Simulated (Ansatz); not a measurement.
Level of theory: DFT PBE, scalar-relativistic, plane waves, PAW (Ansatz 0.2.0). All cells share a 420 eV cutoff and Γ-centred k meshes spaced at most about 0.3 Å⁻¹ (about 0.25 or finer for metals, 2π included). No spin polarisation.

All energies are static (0 K, no zero-point motion).

Two forms of Mg₅Te₃ were relaxed alike.

A.

```yaml
crystal:
  lattice:
    - [4.26730, 2.46373, 3.85175]
    - [-4.26730, 2.46373, 3.85175]
    - [0.00000, -4.92746, 3.85175]
  atoms:
    - { symbol: Mg, position: [0.74791, 0.14880, 0.74791] }
    - { symbol: Mg, position: [0.74791, 0.74791, 0.14880] }
    - { symbol: Mg, position: [0.14880, 0.74791, 0.74791] }
    - { symbol: Mg, position: [0.67920, 0.67920, 0.67920] }
    - { symbol: Mg, position: [0.12093, 0.12093, 0.12093] }
    - { symbol: Te, position: [0.44542, 0.98571, 0.44542] }
    - { symbol: Te, position: [0.44542, 0.44542, 0.98571] }
    - { symbol: Te, position: [0.98571, 0.44542, 0.44542] }
```

B.

```yaml
crystal:
  lattice:
    - [3.91431, 0.00000, 0.00000]
    - [0.00000, 3.91431, 0.00000]
    - [0.00000, 0.00000, 13.02447]
  atoms:
    - { symbol: Mg, position: [0.00000, 0.00000, 0.24497] }
    - { symbol: Mg, position: [0.00000, 0.00000, 0.75503] }
    - { symbol: Mg, position: [0.00000, 0.00000, 0.00000] }
    - { symbol: Mg, position: [0.50000, 0.50000, 0.37898] }
    - { symbol: Mg, position: [0.50000, 0.50000, 0.62102] }
    - { symbol: Te, position: [0.50000, 0.50000, 0.14158] }
    - { symbol: Te, position: [0.50000, 0.50000, 0.85842] }
    - { symbol: Te, position: [0.00000, 0.00000, 0.50000] }
```

**Question.** Which is lower in energy, and by how much?

**Answer.** A is lower, by 99 meV/atom. A has space group R3m (No. 160), 30.4 Å³/atom and no gap on its mesh; B has space group P4/mmm (No. 123), 24.9 Å³/atom and no gap. Counting Te atoms around Mg (those within 1.25 times the shortest such distance or 1.15 times the sum of covalent radii, 1.27 where that leaves under three; the shortest distance is added where it exceeds 1.18 times the sum of covalent radii; a slash parts the counts of unlike sites), A has Mg 3 and B has Mg 5/8 from 3.3 Å. The lower one is the more open, so pressure narrows the difference. Both come from invented guesses.

Spin–orbit coupling, which can matter for Te, is left out. Cells relaxed within their symmetry can be saddle points.
